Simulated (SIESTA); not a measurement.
The system is Si2Mo.

```
Mo Si
1.0
    -1.60000    1.60000    3.93050
     1.60000   -1.60000    3.93050
     1.60000    1.60000   -3.93050
Mo Si
1 2
Direct
  0.00000 0.00000 0.00000
  0.66700 0.66700 0.00000
  0.33300 0.33300 0.00000
```

Base run:

* Program: SIESTA 5.4.2
* Functional: RPBE
* Potentials or basis: PseudoDojo 0.4 standard (PBE files)
* Basis: DZP (energy shift 0.003 Ry; two zetas on semicore shells)
* Grid cutoff: 800 Ry
* Energy shift: 0.003 Ry
* k mesh: 12 × 12 × 12
* Occupations: fermi-dirac, width 0.05 eV
* Spin: no spin polarisation

Its results: band gap on the k mesh none (metal or under the smearing width); pressure 5.1 GPa; largest force 0.211 eV/Å.

Task: The run is repeated on the same cell with these changes: functional from RPBE to PBE; basis from DZP (energy shift 0.003 Ry; two zetas on semicore shells) to TZP (energy shift 0.003 Ry; two zetas on semicore shells). What comes out?

Result: Band gap on the k mesh none (metal or under the smearing width); pressure 2.5 GPa; largest force 0.280 eV/Å.

Several settings changed at once, so the effect can't be laid on one alone.

Caveats: the basis of atomic orbitals isn't converged, which shifts pressures, moduli and gaps; the potentials were made for another functional, which shifts forces and pressure (some runs).
